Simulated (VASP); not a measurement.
The system is BeTe.

```
Te Be
1.0
     0.00000    2.77000    2.77000
     2.77000    0.00000    2.77000
     2.77000    2.77000    0.00000
Te Be
1 1
Direct
  0.75000 0.75000 0.75000
  0.00000 0.00000 0.00000
```

```yaml
Program: VASP 6.6.1
Task: relaxation of cell and atoms
Functional: AM05
Potentials_or_basis: VASP PAW PBE potentials, release 64 (Te, Be)
Cutoff: 600 eV
k_mesh: 8 × 8 × 8
Occupations: fermi-dirac, width 0.05 eV
Spin: no spin polarisation
```

At the start: pressure 2.8 GPa; volume 21.25 Å³/atom.

Question: Where does the relaxation end?

Answer: Over 3 steps the energy falls by 8.3 meV/atom and the volume is 22.23 Å³/atom (+4.6 %); space group F-43m (No. 216, to 0.05 Å).

The path:
| step | energy change (eV) | largest force (eV/Å) | pressure (GPa) | volume (Å³) |
| --- | --- | --- | --- | --- |
| 1 | 0.0000 | 0.0000 | 2.84 | 42.51 |
| 2 | -0.0159 | 0.0000 | -0.52 | 44.86 |
| 3 | -0.0166 | 0.0000 | 0.00 | 44.45 |

Final structure:
```
CELL_PARAMETERS angstrom
0.00000 2.81158 2.81158
2.81158 0.00000 2.81158
2.81158 2.81158 0.00000
ATOMIC_POSITIONS crystal
Te 0.75000 0.75000 0.75000
Be 0.00000 0.00000 0.00000
```

Caveat: the PAW data sets were made with another functional, which shifts forces and pressure a little.
